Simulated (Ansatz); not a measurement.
Here is an Ansatz 0.2.0 calculation.

File input.yaml:

```yaml
crystal:
  lattice:
    - [-1.9814305318, 1.9814305318, 1.9814305318]
    - [1.9814305318, -1.9814305318, 1.9814305318]
    - [1.9814305318, 1.9814305318, -1.9814305318]
  atoms:
    - { symbol: Bi, position: [0.0, 0.0, 0.0] }
kpoints:
  mp_grid: { grid: [7, 7, 7] }
  band_path:
    path:
      - [0.0, 0.0, 0.0]
      - [0.5, -0.5, 0.5]
      - [0.0, 0.0, 0.5]
      - [0.0, 0.0, 0.0]
      - [0.25, 0.25, 0.25]
      - [0.5, -0.5, 0.5]
    npoints: 6
scf:
  occupations: { method: fermi_dirac, width: 0.05 }
hamiltonian:
  xc: pbesol
  pseudopotentials: { kind: all_electron, lapw: { basis_error: 0.001 } }
magnetization:
  noncollinear: true
  spin_orbit: true
output:
  forces: true
  stress: true
  eigenvalues: true
```

Potentials or basis: all-electron LAPW, relativistic spinors.

The run is started by

```bash
$ ansatz run input.yaml --threads 1 --pin off --max-ram 3072MiB --backend cpu --events-out ev --progress --plain --runs-dir out
```

Problem. Estimate the pressure.

Solution. -0.3 GPa.

Problem. What does it give for the band gap along the path?

Solution. None (metal or under the smearing width).

Levels at the corners of the path, in eV from the Fermi level:
| point | band 35 | band 36 | band 37 | band 38 | band 39 | band 40 | band 41 | band 42 |
| --- | --- | --- | --- | --- | --- | --- | --- | --- |
| Γ | 2.27 | 2.27 | 6.13 | 6.13 | 6.13 | 6.13 | 9.08 | 9.08 |
| H | -3.44 | -3.44 | -1.33 | -1.33 | -1.33 | -1.33 | 3.40 | 3.40 |
| N | -5.41 | -5.41 | 0.99 | 0.99 | 3.56 | 3.56 | 5.87 | 5.87 |
| Γ | 2.27 | 2.27 | 6.13 | 6.13 | 6.13 | 6.13 | 9.08 | 9.08 |
| P | -3.63 | -3.63 | -2.02 | -2.02 | -2.02 | -2.02 | 13.05 | 13.05 |
| H | -3.44 | -3.44 | -1.33 | -1.33 | -1.33 | -1.33 | 3.40 | 3.40 |

Caveat: the k mesh is thin for a metal, which can move the energy by tens of meV per atom.
